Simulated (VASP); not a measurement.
# Er (Fm-3m) in VASP: notebook, part 2 of 2

VASP 6.6.1. Earlier steps stand in the parts before.

### Step 6. Single point, PBE, collinear spin, ferromagnetic start

Contents of INCAR:

```
SYSTEM = Er
PREC     = Accurate       ! precision mode
ENCUT    = 450            ! plane-wave cutoff, eV
EDIFF    = 1E-6           ! SCF threshold, eV
ISMEAR   = 0              ! smearing method
SIGMA    = 0.4            ! smearing width, eV
LREAL    = .False.        ! projectors in reciprocal space
LASPH    = .True.         ! aspherical terms in the spheres
NELM     = 100            ! most SCF steps
ALGO     = Normal         ! electronic algorithm
ISIF     = 2              ! what is computed and relaxed
LWAVE    = .False.        ! write WAVECAR
LCHARG   = .False.        ! write CHGCAR
ISPIN    = 2              ! spin polarisation
MAGMOM   = 3              ! initial moments
LORBIT   = 11             ! projections on sites
LMAXMIX  = 6              ! l up to which the mixer works
GGA      = PE             ! functional
ADDGRID  = .False.
```

Contents of KPOINTS:

```
Automatic mesh
0
Gamma
  10 10 10
  0 0 0
```

Contents of POSCAR:

```
Er
1.0
    0.0000000000      2.4798434248      2.4798434248
    2.4798434248      0.0000000000      2.4798434248
    2.4798434248      2.4798434248      0.0000000000
Er
1
Direct
    0.0000000000      0.0000000000      0.0000000000
```

Potentials or basis: VASP PAW PBE potentials, release 64 (Er_3), 4f in core.

Command:

```
> cat potpaw_PBE.64/Er_3/POTCAR > POTCAR
> mpirun -np 1 vasp_std > vasp.out
```

OUTCAR:

```text
SYSTEM = Er
   PREC = Accurate
   ENCUT = 450
   EDIFF = 1E-6
   ISMEAR = 0
   LREAL = .False.
   LASPH = .True.
   NELM = 100
   ISIF = 2
   ISPIN = 2
   LORBIT = 11
   GGA = PE

 Found     47 irreducible k-points:

 Following reciprocal coordinates:
            Coordinates               Weight
  0.000000  0.000000  0.000000      1.000000
  0.100000  0.000000  0.000000      8.000000
  0.200000  0.000000  0.000000      8.000000
  0.300000  0.000000  0.000000      8.000000
  0.400000  0.000000  0.000000      8.000000
  0.500000  0.000000  0.000000      4.000000
   k-points           NKPTS =     47   k-points in BZ     NKDIM =     47   number of bands    NBANDS=     10
   number of dos      NEDOS =    301   number of ions     NIONS =      1
   total plane-waves  NPLWV =  13824
   dimension x,y,z NGX =    24 NGY =   24 NGZ =   24
   dimension x,y,z NGXF=    48 NGYF=   48 NGZF=   48
   ions per type =               1
   NGX,Y,Z   is equivalent  to a cutoff of  11.38, 11.38, 11.38 a.u.
   NGXF,Y,Z  is equivalent  to a cutoff of  22.75, 22.75, 22.75 a.u.
 SYSTEM =  Er
   PREC   = accura    normal or accurate (medium, high low for compatibility)
   ISTART =      0    job   : 0-new  1-cont  2-samecut
   ICHARG =      2    charge: 1-file 2-atom 10-const
   ISPIN  =      2    spin polarized calculation?
   LNONCOLLINEAR =      F non collinear calculations
   LSORBIT =      F    spin-orbit coupling
   LASPH  =      T    aspherical Exc in radial PAW
   ENCUT  =  450.0 eV  33.07 Ry    5.75 a.u.   6.07  6.07  6.07*2*pi/ulx,y,z
   NELM   =    100;   NELMIN=  2; NELMDL= -5     # of ELM steps
   EDIFF  = 0.1E-05   stopping-criterion for ELM
   LREAL  =      F    real-space projection
   EDIFFG = 0.1E-04   stopping-criterion for IOM
   NSW    =      0    number of steps for IOM
   IBRION =     -1    ionic relax: 0-MD 1-quasi-New 2-CG
   NFREE  =      0    steps in history (QN), initial steepest desc. (CG)
   ISIF   =      2    stress and relaxation
   ISYM   =      2    0-nonsym 1-usesym 2-fastsym
   POTIM  = 0.5000    time-step for ionic-motion
   TEBEG  =    0.0;   TEEND  =   0.0 temperature during run
   PSTRESS=    0.0 pullay stress
   NELECT =       9.0000    total number of electrons
   NUPDOWN=      -1.0000    fix difference up-down
   EMIN   =  10.00;   EMAX   =-10.00  energy-range for DOS
   EFERMI =   0.00;   METHOD = LEGACY
   ISMEAR =     0;   SIGMA  =   0.40  broadening in eV -4-tet -1-fermi 0-gaus
   EFERMI_NEDOS =   21; number of points for ismear=-14 and -15
   IALGO  =     38    algorithm
   IMIX   =      4    mixing-type and parameters
     AMIX     =   0.40;   BMIX     =  1.00
     AMIX_MAG =   1.60;   BMIX_MAG =  1.00
  volume/ion in A,a.u.               =      30.50       205.83
  Fermi-wavevector in a.u.,A,eV,Ry     =   1.089904  2.059619 16.162222  1.187890
  Thomas-Fermi vector in A             =   2.226117
   LORBIT       =     11    0 simple, 1 ext, 2 COOP (PROOUT), +10 PAW based schemes
   GGA     = PE    functional components
   LHFCALC =     F    Hartree Fock is set to
   AEXX    =    0.0000 exact exchange contribution
   IVDW    =     0    specifies the selected vdW correction
   LEPSILON=     F    determine dielectric tensor
   LRPA    =     F    only Hartree local field effects (RPA)
 spin polarized calculation
 Gauss-broadening in eV      SIGMA  =   0.40
  energy-cutoff  :      450.00
  volume of cell :       30.50
 maximum number of plane-waves:       678
   NGX = 13   NGY = 13   NGZ = 13

 number of electron       8.9999998 magnetization      -0.0000057

 number of electron       8.9999998 magnetization       0.0011058

 Free energy of the ion-electron system (eV)
  ---------------------------------------------------
  ext. energy  EPLUGINS =         0.00000000
  ---------------------------------------------------
  free energy    TOTEN  =        -4.52914419 eV

  energy without entropy =       -4.40880837  energy(sigma->0) =       -4.46897628

 E-fermi :   3.0709     XC(G=0):  -9.8752

 val. band max:        3.0484420130   @ k =   0.4000   0.2000   0.0000
 cond. band min:       3.1353582370   @ k =  -0.4000   0.2000   0.1000
 fundamental gap:      0.0869162241
 Fermi energy:         3.0708798054

 spin component 1

 k-point     1 :       0.0000    0.0000    0.0000
  band No.  band energies     occupation
      1     -21.3045      1.00000
      2     -21.3045      1.00000
      3     -21.3045      1.00000
      4      -2.4844      1.00000
      5       5.0911      0.00000
      6       5.0911      0.00000
      7       5.0911      0.00000
      8       7.4382      0.00000
      9       7.4382      0.00000
     10      12.6411      0.00000

 k-point     2 :       0.1000    0.0000    0.0000
  band No.  band energies     occupation
      1     -21.3650      1.00000
      2     -21.3122      1.00000
      3     -21.3122      1.00000
      4      -2.2082      1.00000
      5       4.7803      0.00000
      6       5.2189      0.00000
      7       5.2189      0.00000
      8       7.2895      0.00000
      9       7.2895      0.00000
     10      13.2672      0.00000

 k-point     3 :       0.2000    0.0000    0.0000
  band No.  band energies     occupation
      1     -21.5200      1.00000
      2     -21.3323      1.00000
      3     -21.3323      1.00000
      4      -1.4487      1.00000
      5       4.1550      0.00006
      6       5.4021      0.00000
      7       5.4021      0.00000
      8       7.2011      0.00000
      9       7.2011      0.00000
     10      13.2449      0.00000

 k-point     4 :       0.3000    0.0000    0.0000
  band No.  band energies     occupation
      1     -21.7049      1.00000
      2     -21.3570      1.00000
      3     -21.3570      1.00000
      4      -0.4379      1.00000
      5       3.6766      0.01612
      6       5.2563      0.00000
      7       5.2563      0.00000
      8       7.7615      0.00000
      9       7.7615      0.00000
     10      12.1619      0.00000

 k-point     5 :       0.4000    0.0000    0.0000
  band No.  band energies     occupation
      1     -21.8497      1.00000
      2     -21.3769      1.00000
      3     -21.3769      1.00000
      4       0.3860      1.00000
      5       3.6237      0.02533
      6       4.9952      0.00000
      7       4.9952      0.00000
      8       8.6906      0.00000
      9       8.6906      0.00000
     10      11.5080      0.00000

 k-point     6 :       0.5000    0.0000    0.0000
  band No.  band energies     occupation
      1     -21.9039      1.00000
      2     -21.3844      1.00000
      3     -21.3844      1.00000
      4       0.6633      1.00000
      5       3.7620      0.00727
      6       4.8867      0.00000
      7       4.8867      0.00000
      8       9.1922      0.00000
      9       9.1922      0.00000
     10      11.3388      0.00000

 [... further k-points ...]

 spin component 2

 k-point     1 :       0.0000    0.0000    0.0000
  band No.  band energies     occupation
      1     -21.3043      1.00000
      2     -21.3043      1.00000
      3     -21.3043      1.00000
      4      -2.4833      1.00000
      5       5.0919      0.00000
      6       5.0919      0.00000
      7       5.0919      0.00000
      8       7.4386      0.00000
      9       7.4386      0.00000
     10      12.6422      0.00000

 k-point     2 :       0.1000    0.0000    0.0000
  band No.  band energies     occupation
      1     -21.3648      1.00000
      2     -21.3120      1.00000
      3     -21.3120      1.00000
      4      -2.2071      1.00000
      5       4.7812      0.00000
      6       5.2197      0.00000
      7       5.2197      0.00000
      8       7.2900      0.00000
      9       7.2900      0.00000
     10      13.2683      0.00000

 k-point     3 :       0.2000    0.0000    0.0000
  band No.  band energies     occupation
      1     -21.5198      1.00000
      2     -21.3321      1.00000
      3     -21.3321      1.00000
      4      -1.4477      1.00000
      5       4.1559      0.00006
      6       5.4028      0.00000
      7       5.4028      0.00000
      8       7.2016      0.00000
      9       7.2016      0.00000
     10      13.2456      0.00000

 k-point     4 :       0.3000    0.0000    0.0000
  band No.  band energies     occupation
      1     -21.7047      1.00000
      2     -21.3568      1.00000
      3     -21.3568      1.00000
      4      -0.4368      1.00000
      5       3.6775      0.01599
      6       5.2570      0.00000
      7       5.2570      0.00000
      8       7.7620      0.00000
      9       7.7620      0.00000
     10      12.1626      0.00000

 k-point     5 :       0.4000    0.0000    0.0000
  band No.  band energies     occupation
      1     -21.8494      1.00000
      2     -21.3767      1.00000
      3     -21.3767      1.00000
      4       0.3871      1.00000
      5       3.6246      0.02512
      6       4.9959      0.00000
      7       4.9959      0.00000
      8       8.6910      0.00000
      9       8.6910      0.00000
     10      11.5086      0.00000

 k-point     6 :       0.5000    0.0000    0.0000
  band No.  band energies     occupation
      1     -21.9036      1.00000
      2     -21.3842      1.00000
      3     -21.3842      1.00000
      4       0.6643      1.00000
      5       3.7630      0.00720
      6       4.8874      0.00000
      7       4.8874      0.00000
      8       9.1925      0.00000
      9       9.1925      0.00000
     10      11.3396      0.00000

 [... further k-points ...]
[... 5 lines left out ...]
  --------------------------------------------------------------------------------------
  -------------------------------------------------------------------------------------
  Total        0.0759390      0.0759390      0.0759390      0.0000000      0.0000000     -0.0000000
  in kB        3.9890806      3.9890806      3.9890806      0.0000000      0.0000000     -0.0000000
  external PRESSURE =       3.9890806 kB  Pullay stress =       0.0000000 kB

 VOLUME and BASIS-vectors are now :
 -----------------------------------------------------------------------------
  energy-cutoff  :      450.00
  volume of cell :       30.50
      direct lattice vectors                 reciprocal lattice vectors
     0.000000000  2.479843425  2.479843425    -0.201625633  0.201625633  0.201625633
     2.479843425  0.000000000  2.479843425     0.201625633 -0.201625633  0.201625633
     2.479843425  2.479843425  0.000000000     0.201625633  0.201625633 -0.201625633

 POSITION                                       TOTAL-FORCE (eV/Angst)
 -----------------------------------------------------------------------------------
      0.00000      0.00000      0.00000        -0.000000      0.000000      0.000000
 -----------------------------------------------------------------------------------
    total drift:                                0.000000      0.000000     -0.000000

  FREE ENERGIE OF THE ION-ELECTRON SYSTEM (eV)
  ---------------------------------------------------
  free  energy   TOTEN  =        -4.5291441912 eV

  energy  without entropy=       -4.4088083718  energy(sigma->0) =       -4.46897628

 total charge

# of ion       s       p       d       tot
------------------------------------------
    1        0.513   6.513   1.099   8.124

 magnetization (x)

# of ion       s       p       d       tot
------------------------------------------
    1        0.000   0.000   0.000   0.001
```

Wall time 11 s (1 thread of Intel Xeon 6975P-C (Granite Rapids), shared host); peak memory 0.15 GiB.

The run converged, but some of its settings lie outside the range that counts as converged, so its numbers aren't taken as properties of the crystal.

Results:

```yaml
Free_energy: -4.5291 eV
Pressure: 0.4 GPa
Band_gap_on_the_k_mesh: none (metal or under the smearing width)
Net_moment: 0.00 μB per cell
Valence_electrons_inside_the_program's_atomic_spheres: Er 8.12
```

Caveat: the magnetic or orbital state may not be the lowest; spin-orbit coupling is left out, which moves the levels of the heavy elements; the 4f electrons are frozen in the core as for a trivalent ion, so they carry no moment and show no levels.
